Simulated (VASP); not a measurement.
Write the native input for VASP 6.6.1 that does the following.

```
Task                   : single point
Functional             : PBEsol
Potentials or basis    : VASP PAW PBE potentials, release 64 (Mn_pv, O, H)
Cutoff                 : 520 eV
k mesh                 : 9 × 9 × 6
Occupations            : fermi-dirac, width 0.05 eV
Spin                   : collinear spin, ferromagnetic start
Starting moments       : [4.0, 0.0, 0.0, 0.0, 0.0] μB
Ladder                 : free
Further INCAR settings : ALGO = Normal; EDIFF = 1e-07; NBANDS = 26
```

The structure of MnH2O2 (Pyrochroite) lies in POSCAR:

```
MnH2O2
1.0
    3.2500000000      0.0000000000      0.0000000000
   -1.6250000000      2.8145825623      0.0000000000
    0.0000000000      0.0000000000      4.4800000000
Mn O H
1 2 2
Direct
   -0.0029420000     -0.0107240000     -0.0019000000
    0.6718820000      0.3437170000      0.7846150000
    0.3469730000      0.6829960000      0.2071000000
    0.6563540000      0.3351910000      0.5488970000
    0.3330430000      0.6667800000      0.4458820000
```

The cell isn't the ideal one: atoms moved at random, drawn with an rms of 0.05 Å.

These files were run (other wordings do the same):

INCAR

```
ALGO = Normal ; EDIFF = 1E-7
ENCUT = 520 ; GGA = PS
ISIF = 2 ; ISMEAR = -1
ISPIN = 2 ; KPAR = 2
LASPH = T ; LCHARG = F
LMAXMIX = 4 ; LORBIT = 11
LREAL = F ; LWAVE = F
MAGMOM = 4 0 0 0 0 ; NBANDS = 26
NELM = 100 ; PREC = Accurate
SIGMA = 0.05
```

KPOINTS

```
k-points
0
Gamma
  9 9 6
```

Potentials or basis: VASP PAW PBE potentials, release 64 (Mn_pv, O, H).

Run with:

```sh
$ cat potpaw_PBE.64/Mn_pv/POTCAR potpaw_PBE.64/O/POTCAR potpaw_PBE.64/H/POTCAR > POTCAR
$ mpirun -np 2 vasp_std > vasp.out
```

It gave:

| Property | Result |
| --- | --- |
| Pressure | 3.7 GPa |
| Largest force | 4.109 eV/Å |
| Band gap on the k mesh | none (metal or under the smearing width) |
| Net moment | 5.00 μB per cell |
| Site moments | Mn +4.43; O +0.10; H +0.01 μB |
| Valence electrons inside the program's atomic spheres | Mn 11.44; O 5.06; H 0.61, 0.59 |

Caveat: the PAW data sets were made with another functional, which shifts forces and pressure a little; a cell with one magnetic atom can't hold antiferromagnetic order, which such compounds often take; semilocal functionals often make such compounds metallic where correlation or magnetic order opens a gap, which also shifts bond lengths.

Wall time 86 s on 2 MPI ranks on Intel(R) Xeon(R) 6975P-C (Granite Rapids), on a shared host, peak memory 0.45 GiB a rank.
